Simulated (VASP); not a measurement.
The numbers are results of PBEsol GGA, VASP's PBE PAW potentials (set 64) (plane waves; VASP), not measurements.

VASP ran on this input.

INCAR:
```
# general
SYSTEM=Li3N
PREC  =Accurate
ENCUT =520
LREAL =.False.
LASPH =.True.

# electronic loop
EDIFF =1E-7
NELM  =100   # most electronic steps
ALGO  =Normal

# smearing
ISMEAR=0   # Gaussian
SIGMA =0.05   # width (eV)

# functional
GGA   =PS

# ions
IBRION=2
NSW   =30   # most ionic steps
ISIF  =4   # ions and shape, fixed volume
EDIFFG=-0.01

# output
LWAVE =.False.
LCHARG=.False.
```

### KPOINTS
```
Automatic mesh
0
Gamma
7 7 6
0 0 0
```

File POSCAR:
```
Li3N
1
    1.8239281805    -3.1591365484     0.0000000000
    1.8239281805     3.1591365484     0.0000000000
    0.0000000000     0.0000000000     3.8856720406
Li N
3 1
Direct
  0.3333330000   0.6666670000   0.0000000000
  0.6666670000   0.3333330000   0.0000000000
  0.0000000000   0.0000000000   0.5000000000
  0.0000000000   0.0000000000   0.0000000000
```

POTCAR, in this order: Li_sv N (PBE.64 set). Program: vasp_std.

The run wrote:

File OSZICAR:
```
       N       E                     dE             d eps       ncg     rms          rms(c)
DAV:   1     0.552495520035E+02    0.55250E+02   -0.67071E+03   704   0.133E+03
DAV:   2    -0.112374879635E+02   -0.66487E+02   -0.61861E+02   963   0.252E+02
DAV:   3    -0.190560069110E+02   -0.78185E+01   -0.77776E+01  1036   0.775E+01
DAV:   4    -0.200299976081E+02   -0.97399E+00   -0.97300E+00  1165   0.211E+01
DAV:   5    -0.200395772745E+02   -0.95797E-02   -0.95791E-02   933   0.287E+00    0.939E+00
DAV:   6    -0.164116075805E+02    0.36280E+01   -0.23349E+01   848   0.223E+01    0.451E+00
DAV:   7    -0.162198344462E+02    0.19177E+00   -0.14390E+00   932   0.717E+00    0.223E+00
DAV:   8    -0.161289402335E+02    0.90894E-01   -0.41236E-01   812   0.502E+00    0.113E+00
DAV:   9    -0.161184242906E+02    0.10516E-01   -0.49071E-02   912   0.150E+00    0.334E-01
DAV:  10    -0.161191008911E+02   -0.67660E-03   -0.34329E-03   939   0.381E-01    0.728E-02
DAV:  11    -0.161189592760E+02    0.14162E-03   -0.13460E-03   907   0.176E-01    0.334E-02
DAV:  12    -0.161189616946E+02   -0.24186E-05   -0.18766E-04   882   0.783E-02    0.137E-02
DAV:  13    -0.161189547450E+02    0.69496E-05   -0.44805E-05   876   0.337E-02    0.172E-03
DAV:  14    -0.161189543193E+02    0.42570E-06   -0.19110E-06   980   0.113E-02    0.104E-03
DAV:  15    -0.161189540551E+02    0.26413E-06   -0.19849E-07   612   0.279E-03    0.306E-04
DAV:  16    -0.161189540483E+02    0.68421E-08   -0.16625E-08   445   0.112E-03
   1 F= -.16118954E+02 E0= -.16118954E+02  d E =-.161190E+02
```

File OUTCAR:
```
------------------------ aborting loop because EDIFF is reached ----------------------------------------
  FORCE on cell =-STRESS in cart. coord.  units (eV):
  Direction    XX          YY          ZZ          XY          YZ          ZX
  --------------------------------------------------------------------------------------
  Total       -0.4642487     -0.4642488     -0.4132725      0.0000000      0.0000000     -0.0000000
  in kB      -16.6107407    -16.6107436    -14.7868224      0.0000000      0.0000000     -0.0000000
  external PRESSURE =     -16.0027689 kB  Pullay stress =       0.0000000 kB
  volume of cell :       44.78
      direct lattice vectors                 reciprocal lattice vectors
     1.823928181 -3.159136548  0.000000000     0.274133601 -0.158271095  0.000000000
     1.823928181  3.159136548  0.000000000     0.274133601  0.158271095  0.000000000
     0.000000000  0.000000000  3.885672041     0.000000000  0.000000000  0.257355739
 POSITION                                       TOTAL-FORCE (eV/Angst)
 -----------------------------------------------------------------------------------
      1.82393      1.05305      0.00000        -0.000000      0.000000      0.000000
      1.82393     -1.05305      0.00000         0.000000     -0.000000      0.000000
      0.00000      0.00000      1.94284         0.000000      0.000000      0.000000
      0.00000      0.00000      0.00000         0.000000      0.000000      0.000000
 -----------------------------------------------------------------------------------
    total drift:                                0.000000     -0.000000      0.000000
  FREE ENERGIE OF THE ION-ELECTRON SYSTEM (eV)
  ---------------------------------------------------
  free  energy   TOTEN  =       -16.1189540483 eV

  energy  without entropy=      -16.1189540483  energy(sigma->0) =      -16.11895405

 reached required accuracy - stopping structural energy minimisation
```
(Selected blocks of OUTCAR.)

### OUTCAR
```
 val. band max:        1.2381183938   @ k =   0.0000   0.0000   0.5000

 cond. band min:       2.2412375298   @ k =   0.0000   0.0000   0.0000


 Fermi energy:         1.4503232379

 k-point     1 :       0.0000    0.0000    0.0000
  band No.  band energies     occupation
      1     -42.6367      2.00000
      2     -42.2845      2.00000
      3     -42.1735      2.00000
      4     -10.1566      2.00000
      5      -0.3116      2.00000
      6       1.0364      2.00000
      7       1.0364      2.00000
      8       2.2412      0.00000
      9       8.4213      0.00000
     10       8.4214      0.00000
     11       9.4116      0.00000

 k-point     2 :       0.1429    0.0000    0.0000
  band No.  band energies     occupation
      1     -42.6207      2.00000
      2     -42.2995      2.00000
      3     -42.1735      2.00000
      4     -10.1364      2.00000
      5      -0.1800      2.00000
      6       0.3616      2.00000
      7       0.8054      2.00000
      8       2.8867      0.00000
      9       8.4408      0.00000
     10       8.9753      0.00000
     11       9.1821      0.00000

 k-point     3 :       0.2857    0.0000    0.0000
  band No.  band energies     occupation
      1     -42.5779      2.00000
      2     -42.3406      2.00000
      3     -42.1737      2.00000
      4     -10.0911      2.00000
      5      -0.5055      2.00000
      6       0.1436      2.00000
      7       0.3629      2.00000
      8       3.8901      0.00000
      9       7.7854      0.00000
     10       8.6641      0.00000
     11      10.0312      0.00000

 k-point     4 :       0.4286   -0.0000    0.0000
  band No.  band energies     occupation
      1     -42.5272      2.00000
      2     -42.3901      2.00000
      3     -42.1740      2.00000
      4     -10.0549      2.00000
      5      -1.0084      2.00000
      6       0.0613      2.00000
      7       0.4386      2.00000
      8       5.0600      0.00000
      9       6.4405      0.00000
...
```

The compound is Li3N in the alpha structure. This cell is one point of a volume scan, at 1.03 of the reference volume.
